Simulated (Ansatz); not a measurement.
# How GaN stores the work of compression

Method: Ansatz 0.2.0, DFT PBE, scalar-relativistic, plane waves, PAW. Settings: 420 eV cutoff, 12×12×6 k-mesh, Gaussian smearing of 0.02 eV, no spin polarisation.

Reference structure (relaxed):

```yaml
crystal:
  lattice:
    - [3.21837, 0.00000, 0.00000]
    - [-1.60919, 2.78719, 0.00000]
    - [0.00000, 0.00000, 5.24317]
  atoms:
    - { symbol: Ga, position: [0.66667, 0.33333, 0.49913] }
    - { symbol: Ga, position: [0.33333, 0.66667, 0.99913] }
    - { symbol: N, position: [0.66667, 0.33333, 0.87587] }
    - { symbol: N, position: [0.33333, 0.66667, 0.37587] }
```

Cell and atoms were relaxed at each target pressure within the start's symmetry (P6_3mc), at zero temperature; other phases can be more stable under pressure. H = E + PV with P the target; E is the free energy at the smearing used, whose derivative the pressure is, per atom and counted from zero pressure.

```tsv
P (GPa)	V (Å³/atom)	E − E0 (meV)	H − H0 (meV)
0	11.758	0.0	0.0
3	11.559	1.9	218.3
8	11.271	11.7	574.5
15	10.920	36.8	1059.1
30	10.317	120.1	2052.0
60	9.465	354.1	3898.7
```

Thermodynamics gives dH/dP = V along a relaxed path. Integrate V over P by the trapezoid rule and compare with the computed enthalpies.

With 1 eV/Å³ = 160.22 GPa, each step adds the mean volume times ΔP / 160.22:
| P (GPa) | ∫V dP (meV) | H − H0 (meV) | difference (meV) |
| --- | --- | --- | --- |
| 3 | 218.3 | 218.3 | 0.0 |
| 8 | 574.5 | 574.5 | 0.0 |
| 15 | 1059.3 | 1059.1 | 0.2 |
| 30 | 2053.5 | 2052.0 | 1.5 |
| 60 | 3905.5 | 3898.7 | 6.9 |

V(P) curves upward, so the trapezoid rule runs high; integrating a smooth curve through the same points puts that excess at about 7.2 meV at 60 GPa, against the 6.9 meV found.

At 60 GPa, how much of the enthalpy change is stored energy and how much is the PV term?

E rises by 354 meV/atom and PV is 60 × 9.465 / 160.22 = 3545 meV/atom, so PV makes 91 % of ΔH. So between rival structures at high pressure a small difference in volume can outweigh the difference in energy: 1 % of this volume is worth 35.4 meV/atom at this pressure.

What bulk modulus do the lowest pressures give?

From the pressures that the runs reached, -3.03 GPa (11.976 Å³) and 3.07 GPa (11.559 Å³), B = −ΔP/Δln V = 6.10 / 0.0354 = 172 GPa, a mean over that range.

The gap is 1.588 eV at -3.03 GPa and 1.824 eV at 3.07 GPa. What pressure coefficient and volume deformation potential follow?

dE_g/dP = 38.6 meV/GPa, and a_V = dE_g/d ln V = −B dE_g/dP = -6.64 eV. A gap that opens under pressure, with a_V of several eV below zero, is what an s-like antibonding conduction edge gives, since compression pushes it up. If the edges move to other points of the zone within the range, this is a mean of two slopes. Gaps are Kohn–Sham gaps over the whole zone.